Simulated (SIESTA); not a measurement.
InAs:

```xyz
2
Lattice="0.0000 3.0180 3.0180 3.0180 0.0000 3.0180 3.0180 3.0180 0.0000" Properties=species:S:1:pos:R:3 pbc="T T T"
In    0.0000    0.0000    0.0000
As    4.5270    4.5270    4.5270
```

Base run:

```yaml
Program: SIESTA 5.4.2
Functional: BLYP
Potentials_or_basis: PseudoDojo 0.4 standard (PBE files)
Basis: DZP (energy shift 0.002 Ry; radii capped at 9.5 bohr)
Grid_cutoff: 500 Ry
Energy_shift: 0.002 Ry
k_mesh: 8 × 8 × 8
Occupations: fermi-dirac, width 0.05 eV
Spin: no spin polarisation
```

Its results: band gap on the k mesh none (metal or under the smearing width); pressure 8.0 GPa.

Q: The run is repeated on the same cell with these changes: functional from BLYP to PBE; basis from DZP (energy shift 0.002 Ry; radii capped at 9.5 bohr) to TZP (energy shift 0.002 Ry; radii capped at 9.5 bohr). What comes out?

A: Band gap on the k mesh none (metal or under the smearing width); pressure 5.2 GPa.

Several settings changed at once, so the effect can't be laid on one alone.

Caveats: semicore shells carry a single zeta, which can move pressures by several GPa and volumes by a few percent; spin-orbit coupling is left out, which moves the levels of the heavy elements; the basis of atomic orbitals isn't converged, which shifts pressures, moduli and gaps; the potentials were made for another functional, which shifts forces and pressure (some runs).
